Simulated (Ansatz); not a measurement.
## LiF under compression: one row to predict

The cell was reached from a generator's guess, though it ends in a space group that the Crystallography Open Database lists for this formula.

Method: Ansatz, DFT PBE, scalar-relativistic, plane waves, PAW. Settings of the last relaxation (2-atom cell): 420 eV, 10×10×10 k points, Gaussian smearing of 0.02 eV, no spin polarisation.

Space group Fm-3m (No. 225). a = 4.068 Å, b = 4.068 Å, c = 4.068 Å, α = 90.00°, β = 90.00°, γ = 90.00°
| atom | site | symmetry | x | y | z |
| --- | --- | --- | --- | --- | --- |
| Li | 4b | m-3m | 0.5000 | 0.0000 | 0.0000 |
| F | 4a | m-3m | 0.0000 | 0.0000 | 0.0000 |

The cell was set to several volumes, with shape and atoms relaxed at each where symmetry leaves them free. Pressure is positive in compression, and energies count from the lowest row.

```csv
row,V (Å³/atom),P (GPa),ΔE (meV/atom),gap on mesh (eV)
1,7.405,11.20,31.7,10.02
2,7.658,7.71,16.9,9.69
3,7.910,?,?,?
4,8.162,2.18,1.7,9.10
5,8.415,0.00,0.0,8.83
6,8.667,-1.87,1.6,8.58
7,8.920,-3.48,5.8,8.35
8,9.256,-5.26,15.0,8.06
```

**Question.** Find B = −V·ΔP/ΔV from rows 4 and 6 and from rows 1 and 2, and from the two its slope B′ and its value B0 at zero pressure.

**Answer.** Rows 4 and 6 give −(8.162 + 8.667)/2 × (-1.87 − (2.18))/(8.667 − 8.162) = 67.5 GPa at a mean pressure of 0.16 GPa. Rows 1 and 2 give −(7.405 + 7.658)/2 × (7.71 − (11.20))/(7.658 − 7.405) = 103.9 GPa at a mean pressure of 9.46 GPa. So B′ = (103.9 − 67.5)/(9.46 − (0.16)) = 3.91 and B0 = 67.5 − 3.91 × (0.16) = 66.9 GPa. A third-order Birch–Murnaghan fit to all the energies gives B0 = 67.3 GPa and B′ = 4.2.

**Question.** Estimate the pressure and energy of row 3.

**Answer.** From row 5, V0 = 8.415 × (1 + (0.00)/66.9) = 8.415 Å³/atom. Murnaghan's form P = (B0/B′)·[(V0/V)^B′ − 1] gives (66.9/3.91) × [(8.415/7.910)^3.91 − 1] = 4.68 GPa; the computed pressure is 4.73 GPa, so the estimate is off by -0.05 GPa. The work of compression from row 4, with the mean of the two pressures, gives ΔE = 1.7 + (4.68 + 2.18)/2 × (8.162 − 7.910)/160.2 × 1000 = 7.1 meV/atom (1 eV/Å³ = 160.2 GPa); the computed value is 7.1 meV/atom.

**Question.** Fit the gap against pressure through the other rows and estimate it at the computed pressure of row 3.

**Answer.** Over the 7 rows the mean pressure is 1.4971 GPa and the mean gap is 8.947 eV. The sums of products of deviations are S_xx = 217.2 and S_xy = 25.51, so the slope is 25.51/217.2 = 0.1174 (r = 1.00, rms misfit 0.06 eV). At 4.73 GPa the line gives 8.947 + (0.1174) × (4.73 − 1.4971) = 9.33 eV. The computed value is 9.38 eV, so the line is off by -0.05 eV, no more than the largest miss among the fitted rows (0.09 eV).

Kohn–Sham gaps at this level usually fall short of measured ones. All volumes keep the k mesh of the relaxed cell. This cell was reached by moving the atoms of another relaxed cell at random and relaxing again, last within the group found; it had no such test of its own.
